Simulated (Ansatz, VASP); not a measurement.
# C in VASP and in Ansatz

```
CELL_PARAMETERS angstrom
0.00000 1.56631 1.56631
1.56631 0.00000 1.56631
1.56631 1.56631 0.00000
ATOMIC_POSITIONS crystal
C 0.00000 0.00000 0.00000
```

Alike in both runs: task single point; functional LDA; k mesh 20 × 20 × 20; occupations fermi-dirac, width 0.1 eV; no spin polarisation.

```csv
,VASP,Ansatz
version,VASP 6.6.1,Ansatz 0.2.0
potentials or method,"VASP PAW LDA potentials, release 64 (C)","plane waves (420 eV) with PAW, scalar-relativistic"
plane-wave cutoff (eV),520,420
valence electrons in the cell,4,4
```

|  | VASP | Ansatz | Ansatz less VASP |
| --- | --- | --- | --- |
| pressure (GPa) | -16.5 | -16.7 | -0.26 |

Ansatz warned: «pseudo_functional_mismatch».

Caveats: so large a pressure means that the cell lies far from this level's equilibrium, or that cutoff or potentials fall short (VASP).
